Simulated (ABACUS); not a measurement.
Wanted: the native input for an ABACUS 3.10.1 run.

```
Task                                          : band structure
Functional                                    : OLYP
Potentials or basis                           : GBRV ultrasoft 1.5 PBE
Cutoff                                        : 544 eV
Density cutoff                                : 4354 eV
Basis                                         : plane waves
Occupations                                   : fermi-dirac, width 0.05 eV
Spin                                          : no spin polarisation
Radial cutoff of the potentials (pseudo_rcut) : 10 bohr
Threshold of the eigensolver                  : 1e-07 Ry
Density                                       : read from an earlier self-consistent run
Path                                          : G-X-W-K-G-L-U-W-L-K, U-X
Points for each segment of the path           : 10
SCF threshold on the density                  : 1e-08
Max SCF steps                                 : 100
Eigensolver                                   : dav
Mixing                                        : broyden
Mixing share                                  : 0.7
Symmetry key                                  : -1
Bands                                         : 16
```

Au:

```
Au
1.0
     0.00000    2.03500    2.03500
     2.03500    0.00000    2.03500
     2.03500    2.03500    0.00000
Au
1
Direct
  0.00000 0.00000 0.00000
```

The input as run:

INPUT

```
INPUT_PARAMETERS
suffix              Au
calculation         nscf
basis_type          pw
pseudo_dir          ./
symmetry            -1
dft_functional      GGA_X_OPTX+GGA_C_LYP
ecutwfc             40.0
pseudo_rcut         10
nspin               1
nbands              16
ks_solver           dav
smearing_method     fd
smearing_sigma      0.00367493
scf_thr             1e-08
scf_nmax            100
mixing_type         broyden
mixing_beta         0.7
ecutrho             320.0
init_chg            file
pw_diag_thr         1e-07
out_band            1
kpar                4
```

STRU

```
ATOMIC_SPECIES
Au 196.9666 au_pbe_v1.uspp.F.UPF

LATTICE_CONSTANT
1.8897261246

LATTICE_VECTORS
0.0000000000 2.0350000000 2.0350000000
2.0350000000 0.0000000000 2.0350000000
2.0350000000 2.0350000000 0.0000000000

ATOMIC_POSITIONS
Direct

Au
0.0
1
0.0000000000 0.0000000000 0.0000000000 1 1 1
```

KPT

```
K_POINTS
12
Line
0.00000000 0.00000000 0.00000000 10 // G
0.50000000 0.00000000 0.50000000 10 // X
0.50000000 0.25000000 0.75000000 10 // W
0.37500000 0.37500000 0.75000000 10 // K
0.00000000 0.00000000 0.00000000 10 // G
0.50000000 0.50000000 0.50000000 10 // L
0.62500000 0.25000000 0.62500000 10 // U
0.50000000 0.25000000 0.75000000 10 // W
0.50000000 0.50000000 0.50000000 10 // L
0.37500000 0.37500000 0.75000000 1 // K
0.62500000 0.25000000 0.62500000 10 // U
0.50000000 0.00000000 0.50000000 1 // X
```

Potentials or basis: GBRV ultrasoft 1.5 PBE, plane waves.

Run with:

```console
$ OMP_NUM_THREADS=1 mpirun -np 4 abacus > log
```

Wall time 2.4 s on 4 MPI ranks on AMD EPYC 9R14 (Zen 4) (shared host), peak memory 0.48 GiB a rank.
